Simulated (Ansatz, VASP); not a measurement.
**AlSi26C27 (Al_Si): VASP beside Ansatz**

Aim: how closely do two programs agree when they are given the same cell, functional and k mesh? The structure shown is the start of the Ansatz relaxation below; VASP solves that cell, so the two are compared at the walk's first step.

Program: Ansatz 0.2.0. Level of theory: plane waves, with VASP 6.6.1 beside it; single point at r2SCAN. Results are calculated unless marked as measured.

## 1. The starting structure

The cell holds 54 atoms: 26 Si, 27 C and 1 Al. Cell: a = 9.242 Å, b = 9.242 Å, c = 9.242 Å, α = 60.0°, β = 60.0°, γ = 60.0°. It derives from SiC (SiC (F-43m)). Nearest the centre at fractional (0.333, 0.667, 0.667): Al54 at 0.05 Å, C43 at 1.87 Å, C35 at 1.88 Å, C41 at 1.89 Å, C44 at 1.90 Å, Si16 at 3.04 Å, Si23 at 3.07 Å, Si11 at 3.08 Å.

## 2. Ansatz: relaxation, r2SCAN

Ansatz runs on its PAW soft_1 files.

The two programs are compared at the cell with which this relaxation starts, whose forces are those of its first step.

The input, input.yaml:

```yaml
crystal:
  lattice:
    - [0.0, 6.53488873, 6.53488873]
    - [6.53488873, 0.0, 6.53488873]
    - [6.53488873, 6.53488873, 0.0]
  atoms:
    - { symbol: Si, position: [0.0, 0.0, 0.0] }
    - { symbol: C, position: [0.08333333, 0.08333333, 0.08333333] }
    - { symbol: Si, position: [0.0, 0.0, 0.33333333] }
    - { symbol: C, position: [0.08333333, 0.08333333, 0.41666667] }
    - { symbol: Si, position: [0.0, 0.0, 0.66666667] }
    - { symbol: C, position: [0.08333333, 0.08333333, 0.75] }
    - { symbol: Si, position: [0.0, 0.33333333, 0.0] }
    - { symbol: C, position: [0.08333333, 0.41666667, 0.08333333] }
    - { symbol: Si, position: [0.0, 0.33333333, 0.33333333] }
    - { symbol: C, position: [0.08333333, 0.41666667, 0.41666667] }
    - { symbol: Si, position: [0.0, 0.33333333, 0.66666667] }
    - { symbol: C, position: [0.08333333, 0.41666667, 0.75] }
    - { symbol: Si, position: [0.0, 0.66666667, 0.0] }
    - { symbol: C, position: [0.08333333, 0.75, 0.08333333] }
    - { symbol: Si, position: [0.0, 0.66666667, 0.33333333] }
    - { symbol: C, position: [0.08333333, 0.75, 0.41666667] }
    - { symbol: Si, position: [0.0, 0.66666667, 0.66666667] }
    - { symbol: C, position: [0.08333333, 0.75, 0.75] }
    - { symbol: Si, position: [0.33333333, 0.0, 0.0] }
    - { symbol: C, position: [0.41666667, 0.08333333, 0.08333333] }
    - { symbol: Si, position: [0.33333333, 0.0, 0.33333333] }
    - { symbol: C, position: [0.41666667, 0.08333333, 0.41666667] }
    - { symbol: Si, position: [0.33333333, 0.0, 0.66666667] }
    - { symbol: C, position: [0.41666667, 0.08333333, 0.75] }
    - { symbol: Si, position: [0.33333333, 0.33333333, 0.0] }
    - { symbol: C, position: [0.41666667, 0.41666667, 0.08333333] }
    - { symbol: Si, position: [0.33333333, 0.33333333, 0.33333333] }
    - { symbol: C, position: [0.41666667, 0.41666667, 0.41666667] }
    - { symbol: Si, position: [0.33333333, 0.33333333, 0.66666667] }
    - { symbol: C, position: [0.41666667, 0.41666667, 0.75] }
    - { symbol: Si, position: [0.33333333, 0.66666667, 0.0] }
    - { symbol: C, position: [0.41666667, 0.75, 0.08333333] }
    - { symbol: Si, position: [0.33333333, 0.66666667, 0.33333333] }
    - { symbol: C, position: [0.41666667, 0.75, 0.41666667] }
    - { symbol: Al, position: [0.33333333, 0.66666667, 0.66666667] }
    - { symbol: C, position: [0.41666667, 0.75, 0.75] }
    - { symbol: Si, position: [0.66666667, 0.0, 0.0] }
    - { symbol: C, position: [0.75, 0.08333333, 0.08333333] }
    - { symbol: Si, position: [0.66666667, 0.0, 0.33333333] }
    - { symbol: C, position: [0.75, 0.08333333, 0.41666667] }
    - { symbol: Si, position: [0.66666667, 0.0, 0.66666667] }
    - { symbol: C, position: [0.75, 0.08333333, 0.75] }
    - { symbol: Si, position: [0.66666667, 0.33333333, 0.0] }
    - { symbol: C, position: [0.75, 0.41666667, 0.08333333] }
    - { symbol: Si, position: [0.66666667, 0.33333333, 0.33333333] }
    - { symbol: C, position: [0.75, 0.41666667, 0.41666667] }
    - { symbol: Si, position: [0.66666667, 0.33333333, 0.66666667] }
    - { symbol: C, position: [0.75, 0.41666667, 0.75] }
    - { symbol: Si, position: [0.66666667, 0.66666667, 0.0] }
    - { symbol: C, position: [0.75, 0.75, 0.08333333] }
    - { symbol: Si, position: [0.66666667, 0.66666667, 0.33333333] }
    - { symbol: C, position: [0.75, 0.75, 0.41666667] }
    - { symbol: Si, position: [0.66666667, 0.66666667, 0.66666667] }
    - { symbol: C, position: [0.75, 0.75, 0.75] }
  host:
    repeats: [3, 3, 3]
    atoms:
      - { symbol: Si, position: [0.0, 0.0, 0.0] }
      - { symbol: C, position: [0.25, 0.25, 0.25] }
basis:
  ecutwfc: 500
  xc_grid: 2
hamiltonian:
  xc: r2scan
  pseudopotentials: { kind: paw, azcp: { folder: soft_1 } }
kpoints:
  mp_grid: { grid: [2, 2, 2], shift: [0.5, 0.5, 0.5] }
magnetization:
  spin_polarized: true
  initial_magnetization: 1
  spin_locking: { lock_magnetization: hard }
scf:
  occupations: { method: fixed }
  max_iter: 100
output:
  forces: true
  charged_corrections:
    epsilon: 7.06
    static_epsilon: 10.43
    defect_position: [0.333333, 0.666667, 0.666667]
relax:
  f_tol: 0.02
  max_steps: 80
  random_displacement: { amplitude: 0.05, seed: 8508 }
checkpoint:
  write: "../q0_M1.relax.run"
  compress: false
  write_wavefunctions: true
  write_every: 100000
```

Command:

```
$ ansatz run input.yaml --threads 4 --pin off --max-ram 7536MiB --backend cpu --events-out ev --progress --plain --runs-dir out
```

Numbers of over 12 decimals in the logs are rounded to 6 here.

The program printed:

```text
Warning: This run holds its total moment fixed (magnetization.spin_locking.lock_magnetization: hard) and mixes its density by anderson or broyden (scf.mixing.algorithm, typed or taken by auto). Slabs with a fixed moment have converged under broyden above another state at the same moment, at the default mixing steps and at smaller ones, and under scf.lower_state_search: standard, light or off a state that such a mixer [...]
Engine: ansatz 0.2.0, x86_64-unknown-linux-gnu
Pseudopotentials: kind: paw
Pseudopotential: Si, paw, valence charge 4, recommended cutoff 500 eV (meta_gga), soft_1/Si.paw.azcp
Pseudopotential: C, paw, valence charge 4, recommended cutoff 500 eV (meta_gga), soft_1/C.paw.azcp
Pseudopotential: Al, paw, valence charge 3, recommended cutoff 500 eV (meta_gga), soft_1/Al.paw.azcp
Functional definition: r2SCAN
  parameter k0 = 0.174
  parameter k1 = 0.065
  parameter a1 = 4.9479
  exchange = r2scan_x(k0 = k0, k1 = k1, a1 = a1)
  correlation = r2scan_c
Crystal: 54 atoms, lattice volume = 558.142 Å³
Basis set: ecut = 500 eV, 14163 PW (Γ), exchange–correlation on 144×144×144 points (8 copies of the dense FFT grid, shifted against one another)
Bands: 162, of which v1, the nominal top of the filled ones, is band 108 counted from 1 (107 counted from 0)
Symmetry: 1 space group operations
k-points: 4 of 8 (time reversal used)
Non-local potential: Si, projectors of the file, l = 0: 2, l = 1: 2, l = 2: 1
Non-local potential: C, projectors of the file, l = 0: 2, l = 1: 2, l = 2: 1
Non-local potential: Al, projectors of the file, l = 0: 2, l = 1: 2, l = 2: 1
PAW form: soft (Blöchl's): semilocal exchange-correlation on the pseudo side does not see the compensation charge
PAW frozen core: Si, regenerated for the run's functional (the file was generated under x = pbe(κ = 0.804, μ = 0.219515), c = pbe(β = 0.066725))
PAW frozen core: C, regenerated for the run's functional (the file was generated under x = pbe(κ = 0.804, μ = 0.219515), c = pbe(β = 0.066725))
PAW frozen core: Al, regenerated for the run's functional (the file was generated under x = pbe(κ = 0.804, μ = 0.219515), c = pbe(β = 0.066725))
PAW one-centre angular grid: Si, 302 points (default); XC on 160 Gauss nodes
PAW one-centre angular grid: C, 302 points (default); XC on 219 of its mesh's 2255 points in the sphere
PAW one-centre angular grid: Al, 302 points (default); XC on 160 Gauss nodes
Initial density: superposition of atomic densities (chi_scale 0.1, normalization cell, long waves kept (reshape's long-wave potential 0.09 eV rms))
Starting moments: Σ|m| = 1 μB on 54 of 54 sites
Initial wavefunctions: pseudopotential atomic-orbital guess
Functional: x = r2scan, c = r2scan; τ floored in thin density (d = 2e-4 eV/Å³)
SCF iter   1: F=—  HF=-24001.042832 eV  |F-HF|=—  |Δ(HF+E_count)|=         —  Δρ=7.32e-2 (↑7.32e-2 ↓7.16e-2)  dr2=1.49e2  dr2_τ=3.79e0  dr2_m=8.74e-3  M=1.000 μB ∫|m|=1.001 μB  β_m=1.20  ethr=3.10e-3  ⟨swp⟩=5.0  Hψ=4534  notcnv=0  defer=408
preconditioner: auto → Resta (q_TF=auto, 2.327 Å⁻¹)  ε∞=3.8  [insulator: Δε(μ)=0.009 eV  Ē_g=13.668 eV  n_scr=112 (ndim 8)  ℏωp=23.0 eV  f_vac=0.000  ε∞_Penn≈3.8]
spin=Collinear: Resta preconditioning applied to the charge; magnetization (m = ρ↑ − ρ↓) channel mixes plain (no charge-response kernel on spin).
SCF iter   2: F=—  HF=-23971.776315 eV  |F-HF|=—  |Δ(HF+E_count)|=    2.93e1  Δρ=4.23e-2 (↑4.23e-2 ↓4.20e-2)  dr2=4.86e1  dr2_τ=2.01e-1  dr2_m=8.76e-3  M=1.000 μB ∫|m|=1.152 μB  β_m=1.20  ethr=3.10e-3  ⟨swp⟩=3.0  Hψ=2275  notcnv=0  defer=414  κ⁻¹=1.0e0(r=1)
SCF iter   3: F=—  HF=-23962.607034 eV  |F-HF|=—  |Δ(HF+E_count)|=    9.17e0  Δρ=1.61e-2 (↑1.59e-2 ↓1.61e-2)  dr2=4.06e0  dr2_τ=1.89e-2  dr2_m=2.60e-3  M=1.000 μB ∫|m|=1.216 μB  β_m=1.20  ethr=3.10e-3  ⟨swp⟩=3.0  Hψ=1840  notcnv=0  defer=414  κ⁻¹=6.0e-2(r=2)
SCF iter   4: F=—  HF=-23962.967666 eV  |F-HF|=—  |Δ(HF+E_count)|=   3.61e-1  Δρ=1.06e-2 (↑1.06e-2 ↓1.05e-2)  dr2=1.44e0  dr2_τ=7.98e-3  dr2_m=6.17e-4  M=1.000 μB ∫|m|=1.159 μB  β_m=1.20  ethr=1.89e-3  ⟨swp⟩=2.5  Hψ=1759  notcnv=0  defer=413  κ⁻¹=4.7e-3(r=3)
SCF iter   5: F=—  HF=-23963.216047 eV  |F-HF|=—  |Δ(HF+E_count)|=   2.48e-1  Δρ=2.66e-3 (↑2.20e-3 ↓2.66e-3)  dr2=1.34e-1  dr2_τ=7.59e-4  dr2_m=9.30e-4  M=1.000 μB ∫|m|=1.120 μB  β_m=1.20  ethr=6.72e-4  ⟨swp⟩=3.0  Hψ=1555  notcnv=0  defer=415  κ⁻¹=2.5e-4(r=4)
[...]
k-point 2 ↑: bands = [... 104 lower, 8.6445, 8.7158, 8.9885, 9.1542, 11.5602, 12.8001, 12.8193, 13.3723, ... 50 higher]
  k-point 3 ↓: bands = [... 104 lower, 8.7106, 8.8257, 9.0408, 9.2988, 11.5710, 12.8186, 12.8345, 13.3887, ... 50 higher]
--- Relaxed structure (6 steps of the walk, 6 accepted, 0 SCFs on fresh bases) ---
  F+E_penalty+E_count = -23965.43130947 eV   max|allowed force component| = 1.141e-2 eV/Å
  atoms:
    - { symbol: Si, position: [-2.8293953372334645e-5, -0.000442554, 6.867224229344877e-5] }
    - { symbol: C, position: [0.083031, 0.083097, 0.083509] }
    - { symbol: Si, position: [-1.77100791159139e-5, -0.000487539, 0.333764] }
    - { symbol: C, position: [0.083058, 0.083072, 0.416883] }
    - { symbol: Si, position: [0.000199999, -0.000606898, 0.666963] }
    - { symbol: C, position: [0.083189, 0.082930, 0.750150] }
    - { symbol: Si, position: [-0.00010296, 0.333388, 1.4816341322165805e-6] }
    - { symbol: C, position: [0.082871, 0.416361, 0.083760] }
    - { symbol: Si, position: [-0.000292168, 0.333178, 0.333574] }
    - { symbol: C, position: [0.082929, 0.416373, 0.416896] }
    - { symbol: Si, position: [-0.00029807, 0.333163, 0.666980] }
    - { symbol: C, position: [0.082877, 0.416326, 0.750234] }
    - { symbol: Si, position: [-0.000420222, 0.666899, -0.000134289] }
    - { symbol: C, position: [0.083070, 0.749632, 0.083527] }
    - { symbol: Si, position: [-0.000373492, 0.666639, 0.333580] }
    - { symbol: C, position: [0.082931, 0.749695, 0.416873] }
    - { symbol: Si, position: [-0.0010298, 0.667092, 0.667372] }
    - { symbol: C, position: [0.070802, 0.753125, 0.754358] }
    - { symbol: Si, position: [0.333510, -0.000391694, 3.67186238127426e-5] }
    - { symbol: C, position: [0.416368, 0.082896, 0.083656] }
    - { symbol: Si, position: [0.333729, -0.000983323, 0.333412] }
    - { symbol: C, position: [0.416277, 0.082860, 0.417065] }
    - { symbol: Si, position: [0.334241, -0.00179355, 0.667904] }
    - { symbol: C, position: [0.416165, 0.082878, 0.750042] }
    - { symbol: Si, position: [0.333353, 0.333134, -7.505520728018356e-5] }
    - { symbol: C, position: [0.416225, 0.416510, 0.083547] }
    - { symbol: Si, position: [0.333164, 0.333079, 0.333591] }
    - { symbol: C, position: [0.416299, 0.416352, 0.416832] }
    - { symbol: Si, position: [0.333613, 0.332425, 0.667358] }
    - { symbol: C, position: [0.419835, 0.404030, 0.754381] }
    - { symbol: Si, position: [0.334105, 0.667573, -0.00122314] }
    - { symbol: C, position: [0.416033, 0.749474, 0.083597] }
    - { symbol: Si, position: [0.333802, 0.667255, 0.332707] }
    - { symbol: C, position: [0.419716, 0.753010, 0.405809] }
    - { symbol: Al, position: [0.333697, 0.667451, 0.666734] }
    - { symbol: C, position: [0.419389, 0.752747, 0.753713] }
    - { symbol: Si, position: [0.666457, -7.461974801148408e-5, 0.000287154] }
    - { symbol: C, position: [0.749780, 0.083174, 0.083561] }
    - { symbol: Si, position: [0.666204, -0.000380806, 0.333765] }
    - { symbol: C, position: [0.749730, 0.083126, 0.416787] }
    - { symbol: Si, position: [0.666267, -0.000267875, 0.667073] }
    - { symbol: C, position: [0.749523, 0.082982, 0.750337] }
    - { symbol: Si, position: [0.666137, 0.333410, 7.062790111372896e-5] }
    - { symbol: C, position: [0.749658, 0.416485, 0.083506] }
    - { symbol: Si, position: [0.666085, 0.333418, 0.333744] }
    - { symbol: C, position: [0.749651, 0.416504, 0.416838] }
    - { symbol: Si, position: [0.665983, 0.333689, 0.666902] }
    - { symbol: C, position: [0.749500, 0.416629, 0.750148] }
    - { symbol: Si, position: [0.666143, 0.667001, 3.0446441918852152e-5] }
    - { symbol: C, position: [0.749453, 0.749791, 0.083685] }
    - { symbol: Si, position: [0.665571, 0.667223, 0.333351] }
    - { symbol: C, position: [0.749429, 0.749673, 0.417059] }
    - { symbol: Si, position: [0.664768, 0.667697, 0.667866] }
    - { symbol: C, position: [0.749431, 0.749587, 0.750028] }
```

In the SCF lines HF is the Harris–Foulkes energy and dr2 the Hartree energy of the density residual, in eV; the loop may stop once dr2 is under the threshold and the program's other checks hold. Hψ counts applications of the Hamiltonian.

[end of part 1 of 2]

[Lines on the potential files, build, host, timing and source positions are cut from VASP's logs without a mark.]

[Logs are printed without paths, hosts, clocks, repeated set-up lines and the standing remarks that a program may print on its own settings, such as how far it seeks lower states.]

[Hosts, paths, dates, database ids (printed as entryN), source tags and the programs' standing remarks are cut or masked in the printed files.]
